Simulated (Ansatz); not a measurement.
All numbers below come from Ansatz, DFT PBE, scalar-relativistic, plane waves, PAW. All cells share a 420 eV cutoff and Γ-centred k meshes spaced at most about 0.3 Å⁻¹ (about 0.25 or finer for metals, 2π included). No spin polarisation in the final relaxations.

Temperature and zero-point effects are left out. All come from trial cells, and lower structures may exist.

Task: Order these relaxed structures of Li by energy, lowest first, with the energy over the lowest of them.
A. Space group I4/mmm (No. 139), tetragonal, a = 3.358 Å, c = 3.593 Å. Li is surrounded by 8 Li at 2.98 Å, 4 Li at 3.36 Å and 2 Li at 3.59 Å.
B. Space group P4/mbm (No. 127), tetragonal, a = 8.022 Å, c = 3.247 Å. Around Li on a site of symmetry m2m lie 6 Li at 2.82–2.90 Å and 6 Li at 3.25–3.40 Å; Li on a site of symmetry 4/m is surrounded by 14 Li at 3.15–3.40 Å; Li on a second site of symmetry m2m has 7 Li at 2.82–2.94 Å and 4 Li at 3.15–3.25 Å.

Result: A (0 meV/atom), B (41 meV/atom). Forms: A I4/mmm; B P4/mbm. Counting all near atoms (those within 1.25 times the shortest distance at each site; a plus sign parts nearer from farther groups; a slash parts the counts of unlike sites): A has Li 8+6; B has Li 11/6+6/14.

Cells relaxed within their symmetry can be saddle points. The I4/mmm cell of Li came from shaking the P4/mbm one. The part of the Crystallography Open Database at hand lists Li in space groups No. 166, 191, 194, 225, 229; no cell shown has one of them. Some candidate types were left out of the draw beforehand, so a known form may be missing.
